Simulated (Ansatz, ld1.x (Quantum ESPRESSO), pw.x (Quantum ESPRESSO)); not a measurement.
silicon (Si) (fcc): variants of one RRKJ potential in the solid

ld1.x (Quantum ESPRESSO) 7.5 input, shortened:

```
&input
   title='Si', zed=14., rel=1, dft='PW', iswitch=3,
   config='[Ne] 3s2 3p2 3d-2'
 /
 &inputp
   pseudotype=2, tm=.false., rho0=0.01, lloc=0,
   nlcc=.false.
 /
3
3P  2  1   2.00   0.00  1.75  1.75  0.0
3D  3  2  -2.00   0.20  1.90  1.90  0.0
3S  1  0   2.00   0.00  1.50  1.50  0.0
 &test
   configts(1)='3s2 3p2'
 /
```

Crystal test: fcc Si in pw.x 7.5, no spin, 15³ k-points, Fermi–Dirac smearing 0.01 Ry, cutoffs set for each file from its atomic test. The reference is all-electron LAPW (Ansatz 0.2.0) with the same functional, mesh and smearing; V0 and B0 come from Birch–Murnaghan fits to the pressures at five volumes. Errors are pseudo minus all-electron; Δ is the rms difference of the E(V) curves that follow from these fits, minima aligned, over ±6 % about the mean V0. Mesh and smearing are coarse, so the numbers serve the comparison and aren't converged zero-temperature values; the lattice is a test structure that the element need not adopt.

All-electron: a0 = 3.818 Å (V0 = 13.92 Å³/atom), B0 = 90.0 GPa.

2 further variants are left out: they gave no file fit for a test, a broken result, the same result as the base, or pressures whose basis-set error rivals the error shown.

| change | cutoffs (Ry) | pw.x | a0 (Å) | a0 error (%) | B0 error (%) | Δ (meV/atom) | mean pressure error (GPa) |
| --- | --- | --- | --- | --- | --- | --- | --- |
| base | 50/200 | converged | 3.809 | -0.24 | -0.1 | 2.0 | -0.66 |
| reference 3s2 3p0 | 50/200 | converged | 3.797 | -0.55 | +0.9 | 4.5 | -1.50 |
| local potential the d channel | 50/200 | converged | 3.803 | -0.41 | +0.6 | 3.3 | -1.11 |
| all radii scaled by about 0.94 (s 1.42, p 1.64, d 1.78 bohr) | 85/340 | converged | 3.808 | -0.28 | +0.0 | 2.3 | -0.77 |
